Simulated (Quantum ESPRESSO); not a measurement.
The system is Sr.

```xyz
1
Lattice="-2.4350 2.4350 2.4350 2.4350 -2.4350 2.4350 2.4350 2.4350 -2.4350" Properties=species:S:1:pos:R:3 pbc="T T T"
Sr    0.0000    0.0000    0.0000
```

This isn't the form of Sr at room conditions, which is fcc.

* Program: Quantum ESPRESSO 7.5
* Task: single point
* Functional: PBE
* Potentials or basis: SSSP 1.3 efficiency PBE
* Cutoff: 748 eV
* Density cutoff: 5987 eV
* k mesh: 8 × 8 × 8
* Occupations: fermi-dirac, width 0.05 eV
* Spin: no spin polarisation

On this cell: pressure -0.7 GPa; band gap on the k mesh none (metal or under the smearing width).

The same run follows on a disturbed copy (cell strained at random at fixed volume):

```
Sr
1.0
    -2.38017    2.47759    2.42469
     2.37795   -2.51859    2.46347
     2.36561    2.50403   -2.46569
Sr
1
Direct
  0.01360 0.00598 0.98610
```

Problem. What does the disturbed cell give?

Solution. The energy (extrapolated to zero smearing) moves by +1.0 meV/atom; pressure -0.7 GPa; band gap on the k mesh none (metal or under the smearing width).

Stress tensor (GPa, compression positive):
```
-0.64  0.08  0.01
 0.08 -0.69  0.20
 0.01  0.20 -0.68
```

Caveats: the cell was measured hot, at 901 K.
